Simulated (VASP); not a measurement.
A run of VASP 6.6.1 is set up as follows.

The input INCAR:

```
SYSTEM = B
  PREC = Accurate
  ENCUT = 600
  EDIFF = 1E-6
  ISMEAR = -1
  SIGMA = 0.05
  LREAL = .False.
  LASPH = .True.
  NELM = 80
  ALGO = Normal
  ISIF = 3
  LWAVE = .False.
  LCHARG = .False.
  GGA = PE
  IBRION = 2
  NSW = 40
  EDIFFG = -0.005
```

KPOINTS

```
regular mesh
0
Gamma
  14 14 14
  0 0 0
```

POSCAR

```
B
1.0
    1.8852400000      0.0000000000      0.0000000000
    0.0000000000      1.8852400000      0.0000000000
    0.0000000000      0.0000000000      1.8852400000
B
1
Direct
    0.5000000000      0.5000000000      0.5000000000
```

Potentials or basis: VASP PAW PBE potentials, release 64 (B).

Run with:

```console
$ cat potpaw_PBE.64/B/POTCAR > POTCAR
$ mpirun -np 1 vasp_std > vasp.out
```

(1) Predict the space group after relaxing (to 0.05 Å).

(2) Predict the band gap on the k mesh.

(3) Estimate the relaxed cell.

Results:

(1) Pm-3m (No. 221).

(2) none (metal or under the smearing width).

(3) a = 1.886 Å, b = 1.886 Å, c = 1.886 Å, α = 90.00°, β = 90.00°, γ = 90.00°.
